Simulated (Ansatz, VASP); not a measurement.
**BAs in two plane-wave programs**

Aim: how closely do two programs agree when they are given the same cell, functional and k mesh? The cell is taken from a series of runs on this material, whose earlier steps may have relaxed, scaled, displaced or heated it; both programs get it as it stands.

Method: plane waves, with VASP 6.6.1 beside it; zone-centre phonons at LDA, in Ansatz 0.2.0.

### Step 1. Starting point

Symmetry: R3m, No. 160, trigonal system. Conventional cell: a = 3.480 Å, b = 3.480 Å, c = 8.123 Å, α = 90.00°, β = 90.00°, γ = 120.00°. Nearest to B lie 4 As at 2.05 to 2.11 Å. Nearest to As lie 4 B at 2.05 to 2.11 Å. Farther neighbours are not listed.

### Step 2. VASP: zone-centre phonons, LDA

Second derivatives magnify differences that forces hide, and they need a tight electronic threshold.

Lines of VASP's logs that name or quote its potential files are left out, and so is its time.

INCAR

```
SYSTEM = BAs
PREC = Accurate
ENCUT = 500
EDIFF = 1E-08
NELM = 120
ISMEAR = 0
SIGMA = 0.01
LREAL = .FALSE.
ALGO = Normal
GGA = CA
NBANDS = 10
LORBIT = 11
LWAVE = .FALSE.
LCHARG = .FALSE.
ISIF = 2
IBRION = 8
LEPSILON = .TRUE.
LASPH = .TRUE.
GGA_COMPAT = .FALSE.
EFERMI = MIDGAP
KPAR = 2
```

POSCAR

```
BAs
1.0
   -0.0769615226      2.3835026592      2.3835026592
    2.3835026592     -0.0769615226      2.3835026592
    2.3835026592      2.3835026592     -0.0769615226
B As
1 1
Direct
    0.0013215139      0.0013215139      0.0013215139
    0.7486784861      0.7486784861      0.7486784861
```

KPOINTS

```
Automatic mesh
0
Gamma
12 12 12
0 0 0
```

Potentials, in the order of the species: B and As (LDA family, release 64).

The run is started by

```bash
$ mpirun -np 2 vasp_std
```

Numbers of over 12 decimals in the logs are rounded to 6 here.

Output:

```text
[banner, memory and clock lines left out]
running    2 mpi-ranks, on    1 nodes
 distrk:  each k-point on    1 cores,    2 groups
 distr:  one band on    1 cores,    1 groups

 POSCAR found type information on POSCAR B As
 POSCAR found :  2 types and       2 ions
 LDA part: xc-table for (Slater(with rela. corr.)+CA(PZ))
 , standard interpolation
 POSCAR, INCAR and KPOINTS ok, starting setup
 FFT: planning ... GRIDC
 FFT: planning ... GRID_SOFT
 FFT: planning ... GRID
 WAVECAR not read
 entering main loop
       N       E                     dE             d eps       ncg     rms          rms(c)
DAV:   1     0.104207600616E+02    0.10421E+02   -0.36835E+03  3780   0.677E+02
DAV:   2    -0.128103244986E+02   -0.23231E+02   -0.22084E+02  5292   0.104E+02
DAV:   3    -0.134838775617E+02   -0.67355E+00   -0.67240E+00  4484   0.174E+01
DAV:   4    -0.134859213992E+02   -0.20438E-02   -0.20437E-02  4586   0.108E+00
DAV:   5    -0.134859250612E+02   -0.36620E-05   -0.36620E-05  4464   0.462E-02    0.472E+00
DAV:   6    -0.129259527018E+02    0.55997E+00   -0.16145E+00  4092   0.537E+00    0.224E+00
DAV:   7    -0.128560651100E+02    0.69888E-01   -0.16365E-01  4666   0.221E+00    0.868E-01
DAV:   8    -0.128435580501E+02    0.12507E-01   -0.23485E-02  4106   0.847E-01    0.972E-02
DAV:   9    -0.128435801831E+02   -0.22133E-04   -0.79418E-04  4340   0.183E-01    0.516E-02
DAV:  10    -0.128435852977E+02   -0.51146E-05   -0.87186E-05  4106   0.577E-02    0.114E-02
DAV:  11    -0.128435866544E+02   -0.13567E-05   -0.20618E-06  4546   0.109E-02    0.999E-03
DAV:  12    -0.128435866010E+02    0.53400E-07   -0.49330E-07  4234   0.345E-03    0.123E-03
DAV:  13    -0.128435866045E+02   -0.35045E-08   -0.55404E-08  4420   0.128E-03
   1 F= -.12843587E+02 E0= -.12843587E+02  d E =0.000000E+00
 Linear response reoptimize wavefunctions to high precision
DAV:   1    -0.128435866041E+02    0.35652E-09   -0.48239E-09  4220   0.360E-04
DAV:   2    -0.128435866042E+02   -0.23363E-10   -0.14943E-10  2322   0.912E-05
 Linear response G [H, r] |phi>, progress :
  Direction:   1
       N       E                     dE             d eps       ncg     rms
RMM:   1    -0.432511091843E+02   -0.43251E+02   -0.27464E+01  9593   0.452E+01
RMM:   2    -0.335948250085E+02    0.96563E+01   -0.28179E+00  6199   0.111E+01
RMM:   3    -0.336093482042E+02   -0.14523E-01   -0.51742E-03  6502   0.968E-01
RMM:   4    -0.336113877803E+02   -0.20396E-02    0.31621E-03  6727   0.113E-01
RMM:   5    -0.336117238989E+02   -0.33612E-03    0.15827E-04  6700   0.138E-02
RMM:   6    -0.336117392191E+02   -0.15320E-04    0.12055E-05  6730   0.207E-03
RMM:   7    -0.336117407608E+02   -0.15417E-05   -0.33033E-06  6180   0.396E-04
RMM:   8    -0.336117410406E+02   -0.27972E-06   -0.59573E-06  5512   0.181E-04
RMM:   9    -0.336117419423E+02   -0.90171E-06   -0.14391E-05  4915   0.156E-04
RMM:  10    -0.336117446638E+02   -0.27215E-05   -0.38103E-05  4408   0.156E-04
RMM:  11    -0.336117459800E+02   -0.13162E-05   -0.39327E-05  3860   0.156E-04
RMM:  12    -0.336117451551E+02    0.82494E-06   -0.32379E-05  3404   0.156E-04
 Linear response G [H, r] |phi>, progress :
  Direction:   2
       N       E                     dE             d eps       ncg     rms
RMM:   1    -0.471239550399E+02   -0.47124E+02   -0.86073E+01  9797   0.439E+01
RMM:   2    -0.383236254592E+02    0.88003E+01   -0.23300E+00  6240   0.101E+01
RMM:   3    -0.383249163116E+02   -0.12909E-02   -0.59378E-02  6603   0.799E-01
RMM:   4    -0.383210970112E+02    0.38193E-02   -0.35041E-03  6759   0.901E-02
RMM:   5    -0.383208348935E+02    0.26212E-03   -0.63698E-04  6784   0.110E-02
RMM:   6    -0.383207791071E+02    0.55786E-04   -0.74373E-05  6753   0.168E-03
RMM:   7    -0.383207726163E+02    0.64908E-05   -0.91367E-06  6120   0.336E-04
RMM:   8    -0.383207716179E+02    0.99843E-06    0.30124E-06  5560   0.164E-04
RMM:   9    -0.383207704774E+02    0.11405E-05    0.25850E-05  5188   0.143E-04
RMM:  10    -0.383207669226E+02    0.35548E-05    0.85261E-05  4649   0.143E-04
RMM:  11    -0.383207683187E+02   -0.13961E-05    0.37084E-05  4007   0.143E-04
RMM:  12    -0.383207676337E+02    0.68502E-06    0.38855E-05  3517   0.144E-04
 Linear response G [H, r] |phi>, progress :
  Direction:   3
       N       E                     dE             d eps       ncg     rms
RMM:   1    -0.292391135589E+02   -0.29239E+02    0.87397E+01  9521   0.436E+01
RMM:   2    -0.249419004629E+02    0.42972E+01   -0.29464E+00  6225   0.104E+01
RMM:   3    -0.249185311432E+02    0.23369E-01   -0.99064E-02  6601   0.965E-01
RMM:   4    -0.249123251455E+02    0.62060E-02   -0.71334E-03  6795   0.113E-01
RMM:   5    -0.249117285053E+02    0.59664E-03   -0.79746E-04  6730   0.145E-02
RMM:   6    -0.249116576839E+02    0.70821E-04   -0.80802E-05  6815   0.210E-03
RMM:   7    -0.249116499468E+02    0.77371E-05   -0.28445E-06  6207   0.365E-04
RMM:   8    -0.249116492514E+02    0.69538E-06    0.65561E-06  5600   0.130E-04
RMM:   9    -0.249116493557E+02   -0.10435E-06    0.18646E-05  5021   0.102E-04
RMM:  10    -0.249116496561E+02   -0.30034E-06    0.34933E-05  4396   0.102E-04
RMM:  11    -0.249116496840E+02   -0.27963E-07    0.27592E-05  3879   0.103E-04
RMM:  12    -0.249116496895E+02   -0.54932E-08    0.29034E-05  3424   0.102E-04
 Linear response to external field (no local field effect), progress :
[...]
change of polarisation eV/A/(eV/A) component  3 :     0.047    -0.544     0.989
 dielectric tensor                  component  3 :     0.300    -3.469     7.300
 Linear response to external field, progress :
  Direction:   1
       N       E                     dE             d eps       ncg     rms          rms(c)
RMM:   1    -0.725896045015E+00   -0.72590E+00   -0.33888E+00 21838   0.311E+00
RMM:   2    -0.747331117421E+00   -0.21435E-01   -0.81813E-03 15826   0.446E-01    0.134E+00
RMM:   3    -0.730001348338E+00    0.17330E-01   -0.71727E-03 16190   0.481E-01    0.769E-01
RMM:   4    -0.755651994151E+00   -0.25651E-01   -0.95823E-03 15892   0.575E-01    0.733E-02
RMM:   5    -0.759154958893E+00   -0.35030E-02   -0.15189E-04 16408   0.773E-02    0.971E-03
RMM:   6    -0.759320791541E+00   -0.16583E-03   -0.11843E-06 16633   0.781E-03    0.496E-03
RMM:   7    -0.759387968047E+00   -0.67177E-04   -0.21206E-07 16659   0.307E-03    0.431E-04
RMM:   8    -0.759401408333E+00   -0.13440E-04   -0.32181E-09 17095   0.425E-04    0.152E-04
RMM:   9    -0.759399609168E+00    0.17992E-05   -0.63150E-10 15357   0.150E-04    0.403E-05
RMM:  10    -0.759400644691E+00   -0.10355E-05    0.23529E-08  9960   0.354E-05    0.117E-05
RMM:  11    -0.759400679011E+00   -0.34319E-07    0.61201E-08  7413   0.372E-05    0.145E-06
 change of polarisation eV/A/(eV/A) component  1 :     1.421     0.240    -0.334
 dielectric tensor                  component  1 :    10.059     1.527    -2.126
 Linear response to external field, progress :
  Direction:   2
       N       E                     dE             d eps       ncg     rms          rms(c)
RMM:   1    -0.725860871096E+00   -0.72586E+00   -0.33884E+00 21830   0.311E+00
RMM:   2    -0.747330688454E+00   -0.21470E-01   -0.81724E-03 15832   0.446E-01    0.134E+00
RMM:   4    -0.755653985814E+00   -0.25654E-01   -0.95935E-03 15897   0.575E-01    0.733E-02
RMM:   5    -0.759157392666E+00   -0.35034E-02   -0.15238E-04 16403   0.773E-02    0.970E-03
RMM:   6    -0.759322237594E+00   -0.16484E-03   -0.11996E-06 16627   0.781E-03    0.496E-03
RMM:   7    -0.759389501563E+00   -0.67264E-04   -0.21157E-07 16635   0.307E-03    0.425E-04
RMM:   8    -0.759402835834E+00   -0.13334E-04   -0.58328E-09 17091   0.419E-04    0.152E-04
RMM:   9    -0.759401008032E+00    0.18278E-05    0.22211E-09 15353   0.149E-04    0.405E-05
RMM:  10    -0.759402052824E+00   -0.10448E-05    0.24167E-09  9940   0.353E-05    0.118E-05
RMM:  11    -0.759402088880E+00   -0.36057E-07    0.43862E-08  7439   0.371E-05    0.146E-06
 change of polarisation eV/A/(eV/A) component  2 :     0.130     1.421    -0.224
 dielectric tensor                  component  2 :     0.827    10.059    -1.425
 Linear response to external field, progress :
  Direction:   3
       N       E                     dE             d eps       ncg     rms          rms(c)
RMM:   1    -0.726058550358E+00   -0.72606E+00   -0.33904E+00 21820   0.311E+00
RMM:   2    -0.747331925308E+00   -0.21273E-01   -0.80841E-03 15830   0.445E-01    0.134E+00
RMM:   3    -0.730001077620E+00    0.17331E-01   -0.71744E-03 16193   0.481E-01    0.769E-01
RMM:   4    -0.755654236197E+00   -0.25653E-01   -0.95891E-03 15892   0.575E-01    0.733E-02
RMM:   5    -0.759156444704E+00   -0.35022E-02   -0.15257E-04 16407   0.773E-02    0.971E-03
RMM:   6    -0.759322687018E+00   -0.16624E-03   -0.12166E-06 16638   0.782E-03    0.496E-03
RMM:   7    -0.759389795142E+00   -0.67108E-04   -0.20226E-07 16640   0.307E-03    0.431E-04
RMM:   8    -0.759403267617E+00   -0.13472E-04   -0.19187E-09 17108   0.425E-04    0.152E-04
RMM:   9    -0.759401469464E+00    0.17982E-05   -0.15499E-09 15338   0.150E-04    0.402E-05
RMM:  10    -0.759402502982E+00   -0.10335E-05    0.23299E-09  9938   0.356E-05    0.117E-05
RMM:  11    -0.759402537766E+00   -0.34784E-07    0.18139E-08  7461   0.374E-05    0.145E-06
 change of polarisation eV/A/(eV/A) component  3 :     0.239    -0.333     1.421
 dielectric tensor                  component  3 :     1.524    -2.124    10.059
 Linear response DOF=           2
 Linear response progress:
  Degree of freedom:   1/  2
       N       E                     dE             d eps       ncg     rms          rms(c)
RMM:   1    -0.422275974358E-01   -0.42228E-01    0.26527E-03 22681   0.108E+00
RMM:   2    -0.395497287803E-01    0.26779E-02   -0.12608E-03 14901   0.216E-01    0.924E-02
RMM:   3    -0.395913973751E-01   -0.41669E-04   -0.15069E-04 15859   0.598E-02    0.491E-02
RMM:   4    -0.398261122145E-01   -0.23471E-03   -0.11890E-04 15609   0.547E-02    0.748E-03
RMM:   5    -0.398022887151E-01    0.23823E-04   -0.32647E-06 16412   0.641E-03    0.106E-03
RMM:   6    -0.397972147581E-01    0.50740E-05   -0.29540E-08 16323   0.824E-04    0.248E-04
RMM:   7    -0.397968948802E-01    0.31988E-06   -0.38319E-08 16581   0.166E-04    0.980E-05
RMM:   8    -0.397967121154E-01    0.18276E-06   -0.34229E-08 16827   0.810E-05    0.191E-05
RMM:   9    -0.397967165988E-01   -0.44833E-08    0.69099E-09 17200   0.203E-05    0.209E-06
 first order change of Fermi-energy   0.17939E+01
 force on displaced ion       1 direction 1 : -14.951  -0.808  -0.808
 Born effective charge ion    1 direction 1 :  -0.370  -0.039  -0.039
 Linear response progress:
  Degree of freedom:   2/  2
       N       E                     dE             d eps       ncg     rms          rms(c)
RMM:   1    -0.401506888006E-01   -0.40151E-01    0.34765E-02 23189   0.115E+00
RMM:   2    -0.381621494075E-01    0.19885E-02   -0.62861E-04 15141   0.217E-01    0.949E-02
RMM:   3    -0.380497545551E-01    0.11239E-03    0.11375E-05 16268   0.288E-02    0.553E-02
RMM:   4    -0.380410615995E-01    0.86930E-05    0.11484E-05 16093   0.302E-02    0.351E-03
RMM:   5    -0.380446183719E-01   -0.35568E-05    0.78716E-06 16761   0.333E-03    0.139E-03
RMM:   6    -0.380427893252E-01    0.18290E-05    0.79542E-07 16351   0.958E-04    0.128E-04
RMM:   7    -0.380422220445E-01    0.56728E-06   -0.64855E-08 17036   0.121E-04    0.681E-05
RMM:   8    -0.380414800610E-01    0.74198E-06   -0.93205E-08 16945   0.815E-05    0.933E-06
RMM:   9    -0.380415042694E-01   -0.24208E-07   -0.17554E-08 17653   0.141E-05    0.585E-06
RMM:  10    -0.380415136079E-01   -0.93385E-08   -0.21535E-08 15722   0.905E-06    0.469E-07
 first order change of Fermi-energy  -0.17937E+01
 force on displaced ion       2 direction 1 : -14.951  -0.809  -0.809
 Born effective charge ion    2 direction 1 :   0.364   0.039   0.039
 Born effective charges drift removed
 Linear response finished
```

From OUTCAR (step 2):

```text
ion  position               nearest neighbor table
   1  0.001  0.001  0.001-   2 2.05   2 2.11   2 2.11   2 2.11
   2  0.749  0.749  0.749-   1 2.05   1 2.11   1 2.11   1 2.11

  LATTYP: Found a trigonal (rhomboedric) cell.
 ALAT       =     3.3716602630
 COS(alpha) =     0.4674670564

 Subroutine GETGRP returns: Found  6 space group operations
 (whereof  6 operations were pure point group operations)

The static configuration has the point symmetry C_3v.

 Found    189 irreducible k-points:

   k-points           NKPTS =    189   k-points in BZ     NKDIM =    189   number of bands    NBANDS=     10

   dimension x,y,z NGX =    28 NGY =   28 NGZ =   28
   dimension x,y,z NGXF=    56 NGYF=   56 NGZF=   56

   ENCUT  =  500.0 eV  36.75 Ry    6.06 a.u.   6.15  6.15  6.15*2*pi/ulx,y,z

   NELECT =       8.0000    total number of electrons

 k-points in reciprocal lattice and weights: Automatic mesh
   0.00000000  0.00000000  0.00000000       0.001
   0.08333333  0.00000000  0.00000000       0.003
   0.16666667 -0.00000000 -0.00000000       0.003
   0.25000000  0.00000000  0.00000000       0.003
   0.33333333 -0.00000000 -0.00000000       0.003
   0.41666667 -0.00000000 -0.00000000       0.003
   0.50000000  0.00000000  0.00000000       0.002
   0.08333333  0.08333333  0.00000000       0.003
   0.16666667  0.08333333 -0.00000000       0.007
[...]
-0.41666667  0.50000000  0.41666667       0.003
   0.50000000  0.50000000  0.50000000       0.001

 average (electrostatic) potential at core
       1 -32.4704       2 -52.4123

  Total       -1.4013921     -1.4013921     -1.4013921      0.7719087      0.7719087      0.7719087
  in kB      -79.0786489    -79.0786489    -79.0786489     43.5577598     43.5577598     43.5577598
  external PRESSURE =     -79.0786489 kB  Pullay stress =       0.0000000 kB

  energy-cutoff  :      500.00
  volume of cell :       28.39
      direct lattice vectors                 reciprocal lattice vectors
    -0.076961523  2.383502659  2.383502659    -0.199879042  0.206548334  0.206548334
     2.383502659 -0.076961523  2.383502659     0.206548334 -0.199879042  0.206548334
     2.383502659  2.383502659 -0.076961523     0.206548334  0.206548334 -0.199879042

 POSITION                                       TOTAL-FORCE (eV/Angst)
 -----------------------------------------------------------------------------------
      0.00620      0.00620      0.00620         0.008326      0.008326      0.008326
      3.51133      3.51133      3.51133        -0.008326     -0.008326     -0.008326
 -----------------------------------------------------------------------------------
    total drift:                                0.000019      0.000019      0.000019

 MACROSCOPIC STATIC DIELECTRIC TENSOR (including local field effects in DFT)
 ------------------------------------------------------
          10.058996    -0.299433    -0.299433
          -0.299433    10.058996    -0.299433
          -0.299433    -0.299433    10.058996
 ------------------------------------------------------

 PIEZOELECTRIC TENSOR (including local field effects)  for field in x, y, z        (C/m^2)
          XX          YY          ZZ          XY          YZ          ZX
  --------------------------------------------------------------------------------
  x    -0.03071    -0.01557    -0.01557    -0.03248    -0.02404    -0.03248
  y    -0.01557    -0.03071    -0.01557    -0.03248    -0.03248    -0.02404
  z    -0.01557    -0.01557    -0.03071    -0.02404    -0.03248    -0.03248

 BORN EFFECTIVE CHARGES (including local field effects) (in |e|, cummulative output)
 ---------------------------------------------------------------------------------
 ion    1
    1    -0.36794    -0.03892    -0.03892
    2    -0.03892    -0.36794    -0.03892
    3    -0.03892    -0.03892    -0.36794
 ion    2
    1     0.36794     0.03892     0.03892
    2     0.03892     0.36794     0.03892
    3     0.03892     0.03892     0.36794

 Eigenvectors and eigenvalues of the dynamical matrix
 ----------------------------------------------------

   1 f  =   20.701969 THz   130.074306 2PiTHz  690.543350 cm-1    85.616425 meV
             X         Y         Z           dx          dy          dz
      0.006198  0.006198  0.006198     0.539719    0.539719    0.539719
      3.511335  3.511335  3.511335    -0.205029   -0.205029   -0.205029

   2 f  =   19.127058 THz   120.178851 2PiTHz  638.009987 cm-1    79.103121 meV
             X         Y         Z           dx          dy          dz
      0.006198  0.006198  0.006198    -0.661022    0.661022    0.000000
      3.511335  3.511335  3.511335     0.251097   -0.251097   -0.000000

   3 f  =   19.127058 THz   120.178851 2PiTHz  638.009987 cm-1    79.103121 meV
             X         Y         Z           dx          dy          dz
      0.006198  0.006198  0.006198     0.381641    0.381641   -0.763283
      3.511335  3.511335  3.511335    -0.144971   -0.144971    0.289942

   4 f/i=    0.000038 THz     0.000242 2PiTHz    0.001284 cm-1     0.000159 meV
             X         Y         Z           dx          dy          dz
      0.006198  0.006198  0.006198     0.026188    0.236977   -0.263165
      3.511335  3.511335  3.511335     0.068940    0.623850   -0.692791

   5 f/i=    0.000038 THz     0.000242 2PiTHz    0.001284 cm-1     0.000159 meV
             X         Y         Z           dx          dy          dz
      0.006198  0.006198  0.006198    -0.288757    0.167058    0.121699
      3.511335  3.511335  3.511335    -0.760163    0.439786    0.320377

   6 f/i=    0.000311 THz     0.001957 2PiTHz    0.010387 cm-1     0.001288 meV
             X         Y         Z           dx          dy          dz
      0.006198  0.006198  0.006198    -0.205029   -0.205029   -0.205029
      3.511335  3.511335  3.511335    -0.539719   -0.539719   -0.539718

 MACROSCOPIC STATIC DIELECTRIC TENSOR IONIC CONTRIBUTION
 ------------------------------------------------------
           0.058004     0.009220     0.009220
           0.009220     0.058004     0.009220
           0.009220     0.009220     0.058004
 ------------------------------------------------------

 ELASTIC MODULI CONTR FROM IONIC RELAXATION (kBar)
 Direction    XX          YY          ZZ          XY          YZ          ZX
 --------------------------------------------------------------------------------
 XX          -9.2039     -8.5736     -8.5736    -21.5094    -27.5781    -21.7785
 YY          -8.5736     -9.2039     -8.5736    -21.7785    -21.5094    -27.5781
 ZZ          -8.5736     -8.5736     -9.2039    -27.5781    -21.7785    -21.5094
 XY         -21.5094    -21.7785    -27.5781   -100.8316    -44.8744    -44.8744
 YZ         -27.5781    -21.5094    -21.7785    -44.8744   -100.8316    -44.8744
 ZX         -21.7785    -27.5781    -21.5094    -44.8744    -44.8744   -100.8316
 --------------------------------------------------------------------------------

 PIEZOELECTRIC TENSOR IONIC CONTR  for field in x, y, z        (C/m^2)
          XX          YY          ZZ          XY          YZ          ZX
  --------------------------------------------------------------------------------
  x     0.01756     0.01234     0.01234     0.02037     0.07061     0.02260
  y     0.01234     0.01756     0.01234     0.02260     0.02037     0.07061
  z     0.01234     0.01234     0.01756     0.07061     0.02260     0.02037
```

(Continued in part 2 of 2.)

[Lines on the potential files, build, host, timing and source positions are cut from VASP's logs without a mark.]

[Logs are printed without paths, hosts, clocks, repeated set-up lines and the standing remarks that a program may print on its own settings, such as how far it seeks lower states.]

[Hosts, paths, dates, database ids (printed as entryN), source tags and the programs' standing remarks are cut or masked in the printed files.]
